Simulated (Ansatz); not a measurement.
Crystal: Mg3Sb2.

```
CELL_PARAMETERS angstrom
4.58200 0.00000 0.00000
-2.29100 3.96813 0.00000
0.00000 0.00000 7.24400
ATOMIC_POSITIONS crystal
Sb 0.66667 0.33333 0.76500
Sb 0.33333 0.66667 0.23500
Mg 0.00000 0.00000 0.00000
Mg 0.66667 0.33333 0.37000
Mg 0.33333 0.66667 0.63000
```

Base run:

| Item | Value |
| --- | --- |
| Program | Ansatz 0.2.0 |
| Functional | PBE |
| Potentials or basis | Ansatz PAW |
| Cutoff | 420 eV (not typed: the program's choice for these potentials) |
| k mesh | 7 × 7 × 4 |
| Occupations | fermi-dirac, width 0.05 eV |
| Spin | no spin polarisation |

Its results: band gap on the k mesh 0.36 eV, indirect (least direct gap 1.17 eV); pressure 0.9 GPa; largest force 0.478 eV/Å.

Problem. The run is repeated on the same cell with these changes: functional from PBE to RPBE. What comes out?

Solution. Band gap on the k mesh 0.43 eV, indirect (least direct gap 1.27 eV); pressure 2.2 GPa; largest force 0.525 eV/Å.

RPBE binds less tightly than PBE, so the same cell stands under more pressure.

Caveats: odd divisions of the mesh miss points on the zone boundary, where band edges often lie, so the gap on the mesh can be too wide; spin-orbit coupling is left out, which moves the levels of the heavy elements; the density of states is complete only up to the lowest level of the last band computed; the PAW data sets come from PBE, with cores solved anew for the run's functional, which leaves a small shift of forces and pressure (some runs).

A k mesh can miss the band edges.
